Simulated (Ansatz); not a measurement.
# C: equation of state with LDA

Crystal: C.

```xyz
4
Lattice="1.2332 0.7120 8.2826 -1.2332 0.7120 8.2826 0.0000 -1.4240 8.2826" Properties=species:S:1:pos:R:3 pbc="T T T"
C     0.0000    0.0000    2.1661
C     0.0000    0.0000   18.7315
C     0.0000    0.0000    6.1163
C     0.0000    0.0000   22.6818
```

This isn't the form of C at room conditions, which is graphite.

```
Program             : Ansatz 0.2.0
Task                : equation of state
Functional          : LDA
Potentials or basis : Ansatz PAW
Cutoff              : 420 eV
Density cutoff      : 1680 eV
k mesh              : 12 × 12 × 12
Occupations         : fermi-dirac, width 0.05 eV
Spin                : no spin polarisation
```

```yaml
Equilibrium_volume: 10.61 Å³/atom
Bulk_modulus_at_fixed_shape_and_positions: 236 GPa
Pressure_derivative_of_the_bulk_modulus: 3.5
```

Energy against volume, from the lowest point:
```
volume (Å³/atom)  energy (meV/atom)
          10.254               9.12
          10.472               1.05
          10.690               0.00
          10.908               5.34
          11.126              16.52
          11.345              33.02
          11.563              54.36
```

All runs of the series together: 37 s on 2 threads of Arm Neoverse N1, on a shared host.

Caveat: the cell was scaled at fixed shape and fractional positions, which overstates the stiffness of a crystal with free parameters, most of all of layers and chains.
